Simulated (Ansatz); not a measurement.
The system is HfO2.

```
Hf O
1.0
     5.08032    0.00000    0.00000
     0.00000    5.16487    0.00000
     0.00000    0.00000    4.89088
Hf O
4 8
Direct
  0.22259 0.78180 0.27207
  0.72259 0.71820 0.72793
  0.77741 0.21820 0.27207
  0.27741 0.28180 0.72793
  0.18682 0.16365 0.10453
  0.68682 0.33635 0.89547
  0.81318 0.83635 0.10453
  0.31318 0.66365 0.89547
  0.00000 0.50000 0.48905
  0.50000 0.00000 0.51095
  0.00000 0.00000 0.57562
  0.50000 0.50000 0.42438
```

The cell comes from a database or a generator and needn't be the stable form of this composition.

```yaml
Program: Ansatz 0.2.0
Task: relaxation of cell and atoms
Functional: PBE
Potentials_or_basis: Ansatz PAW
Cutoff: "420 eV (not typed: the program's choice for these potentials)"
k_mesh: 5 × 5 × 6
Occupations: fermi-dirac, width 0.05 eV
Spin: no spin polarisation
```

At the start: volume 10.69 Å³/atom.

**Question.** Where does the relaxation end?

**Answer.** It ends after 16 steps and the volume is 11.15 Å³/atom (+4.3 %); space group P2_12_12 (No. 18, to 0.05 Å).

Step by step:
```tsv
step	energy change (eV)	largest force (eV/Å)	volume (Å³)
1	0.0000	0.1840	128.33
2	-0.0984	0.1635	134.55
3	-0.1169	0.0768	133.30
4	-0.1186	0.0130	133.24
5	-0.1186	0.0157	133.26
6	-0.1188	0.0128	133.30
7	-0.1189	0.0164	133.30
8	-0.1188	0.0042	133.38
9	-0.1189	0.0026	133.39
10	-0.1189	0.0075	133.41
11	-0.1187	0.0017	133.44
12	-0.1517	0.0040	133.44
13	-0.1491	0.0275	133.96
14	-0.1505	0.0194	133.79
15	-0.1505	0.0019	133.81
16	-0.1521	0.0022	133.81
```

Final structure:
```
Hf O
1.0
     5.09619    0.00000    0.00000
     0.00000    5.27440    0.00000
     0.00000    0.00000    4.97828
Hf O
4 8
Cartesian
  1.1744 4.1257 1.3542
  3.7225 3.7859 3.6241
  3.9218 1.1487 1.3542
  1.3737 1.4885 3.6241
  1.0625 0.7750 0.4997
  3.6106 1.8622 4.4786
  4.0337 4.4994 0.4997
  1.4856 3.4122 4.4786
  0.0000 2.6372 2.3539
  2.5481 0.0000 2.6244
  0.0000 0.0000 2.8318
  2.5481 2.6372 2.1465
```

Caveat: the plane-wave basis is chosen anew once the cell has moved, so the energies of steps on either side of that aren't comparable; the pressure holds a Pulay correction of +0.8 GPa for the finite cutoff.
